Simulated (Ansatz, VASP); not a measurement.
**Two plane-wave programs on Hf**

INCAR

```
  PREC = Accurate
  ENCUT = 520
  EDIFF = 1E-6
  ISMEAR = 0
  SIGMA = 0.15
  LREAL = F
  LASPH = T
  NELM = 100
  ALGO = Normal
  ISIF = 2
  LWAVE = F
  LCHARG = F
  GGA = PS
  NBANDS = 11
```

The input KPOINTS:

```
Automatic mesh
0
Gamma
  18 18 18
```

File POSCAR:

```
Hf
1.0
    0.0000000000      2.2200000000      2.2200000000
    2.2311000000      0.0000000000      2.2200000000
    2.2311000000      2.2200000000      0.0000000000
Hf
1
Direct
    0.0000000000      0.0000000000      0.0000000000
```

Input for Ansatz:

```yaml
crystal:
  lattice:
    - [0.0, 2.22, 2.22]
    - [2.2311, 0.0, 2.22]
    - [2.2311, 2.22, 0.0]
  atoms:
    - { symbol: Hf, position: [0.0, 0.0, 0.0] }
basis:
  ecutwfc: 420
kpoints:
  mp_grid: { grid: [18, 18, 18] }
hamiltonian:
  xc: pbesol
scf:
  occupations: { method: gaussian, width: 0.15 }
output:
  forces: true
  stress: true
  eigenvalues: true
```

Change from the starting cell: strain +0.0050 x Voigt [1, 0, 0, 0, 0, 0], atoms carried along.

Alike in both runs: task single point; functional PBEsol; k mesh 18 × 18 × 18; occupations gaussian, width 0.15 eV; no spin polarisation.

```csv
,VASP,Ansatz
version,VASP 6.6.1,Ansatz 0.2.0
potentials or method,"VASP PAW PBE potentials, release 64 (Hf_pv)","scalar-relativistic, plane waves, PAW"
plane-wave cutoff (eV),520,420
valence electrons in the cell,10,26
```

```csv
,VASP,Ansatz,Ansatz less VASP
gap on the k mesh at the Fermi level (eV),none,none,-
pressure (GPa),-2.4,-2.0,+0.39
largest component of the traceless stress (GPa),0.19,0.19,-0.002
```

A gap of «none» marks a metal or a gap that the smearing closes. The two sets of potentials don't hold the same shells in valence.

Caveats: the PAW data sets were made with another functional, which shifts forces and pressure a little (VASP). The runs have no spin-orbit coupling, so splittings on Hf are missing.
